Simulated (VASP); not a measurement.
## SiO₂ in VASP 6.6.1, single-point calculation

INCAR

```
GGA = PE
NSW = 0
NELM = 70
PREC = Accurate
ISIF = 2
LCHARG = .FALSE.
ENCUT = 520
SIGMA = 0.02
NBANDS = 25
EDIFF = 0.0001
LREAL = .FALSE.
LASPH = .TRUE.
ISMEAR = -1
IBRION = -1
LWAVE = .FALSE.
```

KPOINTS

```
KPOINTS created by Atomic Simulation Environment
0
Gamma
6 6 10
0 0 0
```

POSCAR

```
Si O
 1.0000000000000000
     4.1851887985999996    0.0000000000000000    0.0000000000000000
     0.0000000000000000    4.1851887985999996    0.0000000000000000
     0.0000000000000000    0.0000000000000000    2.7755934866000000
 Si  O
   2   4
Cartesian
 -0.0000000000000000  0.0000000000000000  0.0000000000000000
  2.0925943992999994  2.0925943992999994  1.3877967433000000
  1.2795915095950825  1.2795915095950825 -0.0000000000000000
  0.8130028897049167  3.3721859088950823  1.3877967433000000
  3.3721859088950823  0.8130028897049167  1.3877967433000000
  2.9055972890049162  2.9055972890049162  0.0000000000000000
```

The recommended PBE PAW datasets give the neutral cell 32 valence electrons.

Command

```
mpirun -np 1 vasp_std
```

Task: How does this run end, and what does it give?

Result: It converged. Results: gap between bands v and c on the k mesh 4.69 eV; least direct gap on the k mesh 4.69 eV; pressure -4.2 GPa; largest force 0.05 eV/Å. Band v is the last that the valence electrons fill when counted band by band, and c is the next.

OSZICAR

```
N       E                     dE             d eps       ncg     rms          rms(c)
DAV:   1     0.132318587336E+03    0.13232E+03   -0.17512E+04  3032   0.123E+03
DAV:   2    -0.439345837708E+02   -0.17625E+03   -0.16821E+03  3778   0.277E+02
DAV:   3    -0.507901872510E+02   -0.68556E+01   -0.68273E+01  3996   0.520E+01
DAV:   4    -0.508334524006E+02   -0.43265E-01   -0.43250E-01  3610   0.482E+00
DAV:   5    -0.508338119209E+02   -0.35952E-03   -0.35943E-03  4003   0.413E-01    0.167E+01
DAV:   6    -0.461753728013E+02    0.46584E+01   -0.13208E+01  3753   0.244E+01    0.749E+00
DAV:   7    -0.462222882793E+02   -0.46915E-01   -0.69679E-01  3729   0.482E+00    0.282E+00
DAV:   8    -0.462349283836E+02   -0.12640E-01   -0.24287E-02  3739   0.134E+00    0.108E+00
DAV:   9    -0.462416233369E+02   -0.66950E-02   -0.95315E-03  3883   0.827E-01    0.259E-01
DAV:  10    -0.462418487375E+02   -0.22540E-03   -0.67148E-04  3755   0.175E-01    0.523E-02
DAV:  11    -0.462418134043E+02    0.35333E-04   -0.11987E-04  2516   0.796E-02
   1 F= -.46241813E+02 E0= -.46241813E+02  d E =-.116226E-10
```

For comparison, a separate PBE run of the intended cell, on usual settings and not on those above, gives a gap of 4.69 eV on its mesh and a pressure of -4.1 GPa.
